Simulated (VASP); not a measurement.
# TiSe2 (P-3m1) in VASP: further runs

The runs below take TiSe2 through relaxation of cell and atoms, with PBE.

The COD entry that gives the cell may itself be a prediction, so a difference from it is no test against experiment.

Program: VASP 6.6.1. These are calculated values, not measurements. Logs are shortened: lines on timing, memory, paths and dates and some standing lists are left out, and cuts for length are marked.

**1. The crystal as given**

It takes space group P-3m1 (No. 164, trigonal). Conventional cell: a = 3.536 Å, b = 3.536 Å, c = 6.004 Å, α = 90.00°, β = 90.00°, γ = 120.00°. Around Ti (site symmetry -3m) lie 6 Se at 2.55 Å. Se (site symmetry 3m) has 3 Ti at 2.55 Å as nearest neighbours.

**2. Relaxation of cell and atoms, PBE**

INCAR

```
PREC = Accurate
ENCUT = 600
EDIFF = 1E-6
ISMEAR = 1
SIGMA = 0.1
LREAL = F
LASPH = T
NELM = 80
ALGO = Normal
ISIF = 3
LWAVE = F
LCHARG = F
GGA = PE
IBRION = 2
NSW = 90
EDIFFG = -0.01
```

KPOINTS

```
regular mesh
0
Gamma
  12 12 6
```

POSCAR

```
TiSe2
1.0
    3.5360000000      0.0000000000      0.0000000000
   -1.7680000000      3.0622658300      0.0000000000
    0.0000000000      0.0000000000      6.0040000000
Ti Se
1 2
Direct
    0.0000000000      0.0000000000      0.0000000000
    0.3333333300      0.6666666700      0.2552000000
    0.6666666700      0.3333333300      0.7448000000
```

Potentials or basis: VASP PAW PBE potentials, release 64 (Ti_sv, Se).

On the command line:

```console
$ cat potpaw_PBE.64/Ti_sv/POTCAR potpaw_PBE.64/Se/POTCAR > POTCAR
$ mpirun -np 1 vasp_std > vasp.out
```

OUTCAR:

```text
PREC = Accurate
   ENCUT = 600
   EDIFF = 1E-6
   ISMEAR = 1
   LREAL = F
   LASPH = T
   NELM = 80
   ISIF = 3
   GGA = PE
   IBRION = 2
   NSW = 90
   EDIFFG = -0.01

 ion  position               nearest neighbor table
   1  0.000  0.000  0.000-   2 2.55   3 2.55   3 2.55   2 2.55   3 2.55   2 2.55
   2  0.333  0.667  0.255-   1 2.55   1 2.55   1 2.55
   3  0.667  0.333  0.745-   1 2.55   1 2.55   1 2.55

  LATTYP: Found a hexagonal cell.
 ALAT       =     3.5360000000
 C/A-ratio  =     1.6979638009

  Lattice vectors:

 A1 = (   3.5360000000,   0.0000000000,   0.0000000000)
 A2 = (  -1.7680000000,   3.0622658300,   0.0000000000)
 A3 = (   0.0000000000,   0.0000000000,   6.0040000000)

Analysis of symmetry for initial positions (statically):
=====================================================================
 Subroutine PRICEL returns:
 Original cell was already a primitive cell.

 Routine SETGRP: Setting up the symmetry group for a
 hexagonal supercell.

 Subroutine GETGRP returns: Found 12 space group operations
 (whereof 12 operations were pure point group operations)
 out of a pool of 24 trial point group operations.

The static configuration has the point symmetry D_3d.

Analysis of symmetry for dynamics (positions and initial velocities):
=====================================================================
 Subroutine PRICEL returns:
 Original cell was already a primitive cell.

 Routine SETGRP: Setting up the symmetry group for a
 hexagonal supercell.

 Subroutine GETGRP returns: Found 12 space group operations
 (whereof 12 operations were pure point group operations)
 out of a pool of 24 trial point group operations.

The dynamic configuration has the point symmetry D_3d.

 Subroutine INISYM returns: Found 12 space group operations
 (whereof 12 operations are pure point group operations),
 and found     1 'primitive' translations

----------------------------------------------------------------------------------------

                                     Primitive cell

  volume of cell :      65.0123

  direct lattice vectors                    reciprocal lattice vectors
     3.536000000  0.000000000  0.000000000     0.282805430  0.163277791  0.000000000
    -1.768000000  3.062265830  0.000000000     0.000000000  0.326555582  0.000000000
     0.000000000  0.000000000  6.004000000     0.000000000  0.000000000  0.166555630

  length of vectors
     3.536000000  3.536000002  6.004000000     0.326555582  0.326555582  0.166555630

  position of ions in fractional coordinates (direct lattice)
     0.000000000  0.000000000  0.000000000
     0.333333330  0.666666670  0.255200000
     0.666666670  0.333333330  0.744800000

  ion indices of the primitive-cell ions
   primitive index   ion index
                 1           1
                 2           2
                 3           3

----------------------------------------------------------------------------------------

 KPOINTS: regular mesh

Automatic generation of k-mesh.
 Grid dimensions read from file:
 generate k-points for:   12   12    6

 Generating k-lattice:

  Cartesian coordinates                     Fractional coordinates (reciprocal lattice)
     0.023567119  0.013606483  0.000000000     0.083333333  0.000000000  0.000000000
     0.000000000  0.027212965  0.000000000     0.000000000  0.083333333  0.000000000
     0.000000000  0.000000000  0.027759272     0.000000000  0.000000000  0.166666667

  Length of vectors
     0.027212965  0.027212965  0.027759272

  Shift w.r.t. Gamma in fractional coordinates (k-lattice)
     0.000000000  0.000000000  0.000000000

 Subroutine IBZKPT returns following result:
 ===========================================

 Found    100 irreducible k-points:

 Following reciprocal coordinates:
            Coordinates               Weight
  0.000000  0.000000  0.000000      1.000000
  0.083333 -0.000000  0.000000      6.000000
  0.166667  0.000000  0.000000      6.000000
  0.250000 -0.000000  0.000000      6.000000
  0.333333  0.000000  0.000000      6.000000
  0.416667 -0.000000  0.000000      6.000000
[... 16 lines left out ...]
  0.166667  0.000000  0.166667      6.000000
  0.000000  0.166667  0.166667      6.000000
 [... further k-points ...]
   k-points           NKPTS =    100   k-points in BZ     NKDIM =    100   number of bands    NBANDS=     16
   number of dos      NEDOS =    301   number of ions     NIONS =      3
   total plane-waves  NPLWV =  37632
   dimension x,y,z NGX =    28 NGY =   28 NGZ =   48
   dimension x,y,z NGXF=    56 NGYF=   56 NGZF=   96
   ions per type =               1   2
   NGX,Y,Z   is equivalent  to a cutoff of  13.16, 13.16, 13.29 a.u.
   NGXF,Y,Z  is equivalent  to a cutoff of  26.33, 26.33, 26.58 a.u.
 SYSTEM =  unknown system
   PREC   = accura    normal or accurate (medium, high low for compatibility)
   ISTART =      0    job   : 0-new  1-cont  2-samecut
   ICHARG =      2    charge: 1-file 2-atom 10-const
   ISPIN  =      1    spin polarized calculation?
   LNONCOLLINEAR =      F non collinear calculations
   LSORBIT =      F    spin-orbit coupling
   LASPH  =      T    aspherical Exc in radial PAW
   ENCUT  =  600.0 eV  44.10 Ry    6.64 a.u.   7.06  7.06 11.99*2*pi/ulx,y,z
   NELM   =     80;   NELMIN=  2; NELMDL= -5     # of ELM steps
   EDIFF  = 0.1E-05   stopping-criterion for ELM
   LREAL  =      F    real-space projection
   EDIFFG = -.1E-01   stopping-criterion for IOM
   NSW    =     90    number of steps for IOM
   IBRION =      2    ionic relax: 0-MD 1-quasi-New 2-CG
   NFREE  =      1    steps in history (QN), initial steepest desc. (CG)
   ISIF   =      3    stress and relaxation
   ISYM   =      2    0-nonsym 1-usesym 2-fastsym
   POTIM  = 0.5000    time-step for ionic-motion
   TEBEG  =    0.0;   TEEND  =   0.0 temperature during run
   PSTRESS=    0.0 pullay stress
   NELECT =      24.0000    total number of electrons
   NUPDOWN=      -1.0000    fix difference up-down
   EMIN   =  10.00;   EMAX   =-10.00  energy-range for DOS
   EFERMI =   0.00;   METHOD = LEGACY
   ISMEAR =     1;   SIGMA  =   0.10  broadening in eV -4-tet -1-fermi 0-gaus
   EFERMI_NEDOS =   21; number of points for ismear=-14 and -15
   IALGO  =     38    algorithm
   IMIX   =      4    mixing-type and parameters
     AMIX     =   0.40;   BMIX     =  1.00
     AMIX_MAG =   1.60;   BMIX_MAG =  1.00
  volume/ion in A,a.u.               =      21.67       146.24
  Fermi-wavevector in a.u.,A,eV,Ry     =   1.174393  2.219280 18.765127  1.379198
  Thomas-Fermi vector in A             =   2.310790
   LORBIT       =      0    0 simple, 1 ext, 2 COOP (PROOUT), +10 PAW based schemes
   GGA     = PE    functional components
   LHFCALC =     F    Hartree Fock is set to
   AEXX    =    0.0000 exact exchange contribution
   IVDW    =     0    specifies the selected vdW correction
   LEPSILON=     F    determine dielectric tensor
   LRPA    =     F    only Hartree local field effects (RPA)
 conjugate gradient relaxation of ions
 non-spin polarized calculation
 Methfessel and Paxton  Order N= 1 SIGMA  =   0.10
  energy-cutoff  :      600.00
  volume of cell :       65.01
 maximum number of plane-waves:      2193
   NGX = 15   NGY = 15   NGZ = 23

--------------------------------------- Ionic step        1  -------------------------------------------

 number of electron      24.0000001 magnetization

 Free energy of the ion-electron system (eV)
  ---------------------------------------------------
  ext. energy  EPLUGINS =         0.00000000
  ---------------------------------------------------
  free energy    TOTEN  =       -18.17606117 eV

  energy without entropy =      -18.17651074  energy(sigma->0) =      -18.17621102

------------------------ aborting loop because EDIFF is reached ----------------------------------------

  FORCE on cell =-STRESS in cart. coord.  units (eV):
  Direction    XX          YY          ZZ          XY          YZ          ZX
  --------------------------------------------------------------------------------------
  -------------------------------------------------------------------------------------
  Total        0.5138620      0.5138620      0.9429447     -0.0000000     -0.0000000      0.0000000
  in kB       12.6637195     12.6637195     23.2381194     -0.0000000     -0.0000000      0.0000000
  external PRESSURE =      16.1885195 kB  Pullay stress =       0.0000000 kB
[... 92 lines left out ...]
  FREE ENERGIE OF THE ION-ELECTRON SYSTEM (eV)
  ---------------------------------------------------
  free  energy   TOTEN  =       -18.1825907895 eV

  energy  without entropy=      -18.1829055867  energy(sigma->0) =      -18.18269572

 E-fermi :   3.9245     XC(G=0):  -9.4675

 val. band max:        3.9176293309   @ k =   0.0833  -0.0000   0.0000
 cond. band min:       3.9248079189   @ k =   0.0000   0.0833   0.1667
 fundamental gap:      0.0071785880
 Fermi energy:         3.9244621823

 k-point     1 :       0.0000    0.0000    0.0000
  band No.  band energies     occupation
      1     -53.6671      2.00000
      2     -29.8922      2.00000
      3     -29.8768      2.00000
      4     -29.8768      2.00000
      5      -9.8152      2.00000
      6      -8.7218      2.00000
[... 8 lines left out ...]
     15       4.5698     -0.00000
     16       7.4182      0.00000
[... 420 lines left out ...]
  band No.  band energies     occupation
      1     -53.6651      2.00000
      2     -29.9000      2.00000
      3     -29.8872      2.00000
      4     -29.8821      2.00000
      5      -9.4991      2.00000
      6      -8.6368      2.00000
[... 8 lines left out ...]
     15       5.3311     -0.00000
     16       6.6411      0.00000

 [... further k-points ...]

[... ionic steps 4 to 13 ...]

--------------------------------------- Ionic step       14  -------------------------------------------

 number of electron      24.0000000 magnetization

------------------------ aborting loop because EDIFF is reached ----------------------------------------

  FORCE on cell =-STRESS in cart. coord.  units (eV):
  Direction    XX          YY          ZZ          XY          YZ          ZX
  --------------------------------------------------------------------------------------
  -------------------------------------------------------------------------------------
  Total        0.1218806      0.1218806     -0.1327821     -0.0000000      0.0000000      0.0000000
  in kB        2.6944850      2.6944850     -2.9354909     -0.0000000      0.0000000      0.0000000
  external PRESSURE =       0.8178263 kB  Pullay stress =       0.0000000 kB
[... 59 lines left out ...]
  energy  without entropy=      -18.2046278735  energy(sigma->0) =      -18.20534233

--------------------------------------- Ionic step       16  -------------------------------------------

 number of electron      23.9999999 magnetization

 Free energy of the ion-electron system (eV)
  ---------------------------------------------------
  ext. energy  EPLUGINS =         0.00000000
  ---------------------------------------------------
  free energy    TOTEN  =       -18.20610854 eV

  energy without entropy =      -18.20546890  energy(sigma->0) =      -18.20589533

 E-fermi :   3.6439     XC(G=0):  -9.3046

 val. band max:        3.6287175109   @ k =   0.4167  -0.0000   0.5000
 cond. band min:       3.6894936173   @ k =   0.0000   0.4167   0.1667
 fundamental gap:      0.0607761064
 Fermi energy:         3.6438522159

 k-point     1 :       0.0000    0.0000    0.0000
  band No.  band energies     occupation
      1     -54.0007      2.00000
      2     -30.2206      2.00000
      3     -30.2071      2.00000
      4     -30.2071      2.00000
      5      -9.9936      2.00000
      6      -8.9396      2.00000
[... 8 lines left out ...]
     15       4.3147     -0.00000
     16       7.0797      0.00000
[... 420 lines left out ...]
  band No.  band energies     occupation
      1     -53.9989      2.00000
      2     -30.2282      2.00000
      3     -30.2161      2.00000
      4     -30.2119      2.00000
      5      -9.6926      2.00000
      6      -8.8549      2.00000
[... 8 lines left out ...]
     15       5.0207     -0.00000
     16       6.2953      0.00000

 [... further k-points ...]
[... 5 lines left out ...]
  --------------------------------------------------------------------------------------
  -------------------------------------------------------------------------------------
  Total        0.0071457      0.0071457      0.0085029     -0.0000000     -0.0000000      0.0000000
  in kB        0.1572549      0.1572549      0.1871241     -0.0000000     -0.0000000      0.0000000
  external PRESSURE =       0.1672113 kB  Pullay stress =       0.0000000 kB
[... 18 lines left out ...]
  FREE ENERGIE OF THE ION-ELECTRON SYSTEM (eV)
  ---------------------------------------------------
  free  energy   TOTEN  =       -18.2061085435 eV

  energy  without entropy=      -18.2054689046  energy(sigma->0) =      -18.20589533

 reached required accuracy - stopping structural energy minimisation
```

Run time: 21 min. Hardware: 1 thread of Intel Xeon Platinum 8375C at 2.90GHz (Ice Lake), shared host; peak memory 0.3 GiB.

Results:

```
Free energy                            : -18.2061 eV
Relaxed volume                         : 24.27 Å³/atom
Relaxed cell                           : a = 3.545 Å, b = 3.545 Å, c = 6.690 Å, α = 90.00°, β = 90.00°, γ = 120.00°
Space group after relaxing (to 0.05 Å) : P-3m1 (No. 164)
Energy gained by relaxing              : 10.0 meV/atom
Ionic steps                            : 16
Pressure after relaxing                : 0.0 GPa
Largest force after relaxing           : 0.004 eV/Å
Band gap on the k mesh                 : none (metal or under the smearing width)
```

Forces on the atoms (eV/Å):
```
Ti   0.000  0.000  0.000
Se   0.000  0.000  0.004
Se   0.000  0.000 -0.004
```

Step by step:
```csv
step,energy change (eV),largest force (eV/Å),pressure (GPa),volume (Å³)
1,0.0000,0.0782,1.62,65.01
2,-0.0030,0.2986,-1.13,67.09
3,-0.0065,0.1414,0.00,66.20
4,-0.0089,0.1301,0.04,66.40
5,-0.0146,0.0981,0.12,67.02
6,-0.0226,0.0320,0.39,68.25
7,-0.0255,0.1046,1.11,70.64
8,-0.0269,0.0691,0.88,71.06
9,-0.0289,0.0347,0.15,72.30
10,-0.0289,0.0415,0.14,72.38
11,-0.0289,0.0544,0.04,72.54
12,-0.0289,0.0500,0.04,72.49
13,-0.0289,0.0456,0.07,72.43
14,-0.0291,0.0408,0.08,72.47
15,-0.0296,0.0258,0.06,72.58
16,-0.0300,0.0043,0.02,72.80
```

Final structure:
```cif
data_structure
_symmetry_space_group_name_H-M 'P 1'
_symmetry_Int_Tables_number 1
_cell_length_a 3.5449
_cell_length_b 3.5449
_cell_length_c 6.6899
_cell_angle_alpha 90.000
_cell_angle_beta 90.000
_cell_angle_gamma 120.000
_cell_volume 72.80
loop_
_atom_site_label
_atom_site_type_symbol
_atom_site_fract_x
_atom_site_fract_y
_atom_site_fract_z
_atom_site_occupancy
Ti1 Ti 0.00000 0.00000 0.00000 1
Se1 Se 0.33333 0.66667 0.23116 1
Se2 Se 0.66667 0.33333 0.76884 1
```

Levels at points of the mesh, in eV from the Fermi level:
```tsv
k point	band 8	band 9	band 10	band 11	band 12	band 13	band 14	band 15	band 16
(0.00, 0.00, 0.00)	-2.17	-2.17	-0.53	0.47	0.47	0.50	0.50	0.67	3.44
(0.50, 0.00, 0.00)	-3.86	-2.62	-2.25	-2.18	-1.11	0.08	1.35	1.72	3.34
(0.00, 0.00, 0.50)	-2.16	-2.16	-2.05	0.45	0.45	0.47	0.47	1.08	3.53
(0.50, 0.00, 0.50)	-4.13	-2.63	-2.30	-1.53	-1.00	-0.08	1.35	1.71	3.26
```

Caveat: this functional lacks dispersion, which binds the layers, so the pressure and a relaxed spacing across them are unreliable; the volume moved by +12 % from the deposited cell, more than functionals usually miss.

**3. Relaxation of cell and atoms, PBE**

This run uses another cell than the first one, of 24.27 Å³/atom, 1.120 times its volume.

INCAR, as its differences from that of step 2:

```diff
@@ -2,3 +2,3 @@
 ENCUT = 600
-EDIFF = 1E-6
+EDIFF = 1E-7
 ISMEAR = 1
@@ -15,2 +15,2 @@
 NSW = 90
-EDIFFG = -0.01
+EDIFFG = -0.005
```

KPOINTS is that of step 2.

POSCAR

```
TiSe2                                   
1.0
    3.5448512469     -0.0000000000      0.0000000000
   -1.7724256235      3.0699312347      0.0000000000
    0.0000000000     -0.0000000000      6.6899408757
  Ti              Se            
     1     2
Direct
     0.0000000000000000    0.0000000000000000    1.0000000000000000
     0.3333333300000021    0.6666666699999979    0.2311576071434713
     0.6666666699999979    0.3333333300000021    0.7688423928565289
```

Potentials or basis: VASP PAW PBE potentials, release 64 (Ti_sv, Se).

On the command line:

```console
$ cat potpaw_PBE.64/Ti_sv/POTCAR potpaw_PBE.64/Se/POTCAR > POTCAR
$ mpirun -np 1 vasp_std > vasp.out
```

It took 3.7 min on 1 thread of Intel Xeon Platinum 8375C at 2.90GHz (Ice Lake), shared host; peak memory 0.3 GiB.

The run converged. Its results:

- Free energy: -18.2071 eV
- Relaxed volume: 24.28 Å³/atom
- Relaxed cell: a = 3.545 Å, b = 3.545 Å, c = 6.692 Å, α = 90.00°, β = 90.00°, γ = 120.00°
- Space group after relaxing (to 0.05 Å): P-3m1 (No. 164)
- Energy gained by relaxing: 0.0 meV/atom
- Ionic steps: 2
- Pressure after relaxing: 0.0 GPa
- Band gap on the k mesh: none (metal or under the smearing width)

Forces in eV/Å, atoms in the order of the input:
```
Ti   0.000  0.000  0.000
Se   0.000  0.000 -0.003
Se   0.000  0.000  0.003
```

Final structure:
```xyz
3
Lattice="3.5450 0.0000 0.0000 -1.7725 3.0701 0.0000 0.0000 0.0000 6.6916" Properties=species:S:1:pos:R:3 pbc="T T T"
Ti    0.0000    0.0000    0.0000
Se    0.0000    2.0467    1.5470
Se    1.7725    1.0234    5.1446
```

Levels at points of the mesh, in eV from the Fermi level:
```tsv
k point	band 10	band 11	band 12	band 13	band 14	band 15
(0.00, 0.00, 0.00)	-0.53	0.47	0.47	0.50	0.50	0.67
(0.50, 0.00, 0.00)	-2.25	-2.18	-1.11	0.08	1.35	1.72
(0.00, 0.00, 0.50)	-2.05	0.45	0.45	0.47	0.47	1.07
(0.50, 0.00, 0.50)	-2.30	-1.53	-1.00	-0.08	1.35	1.71
```

Caveat: this functional lacks dispersion, which binds the layers, so the pressure and a relaxed spacing across them are unreliable.
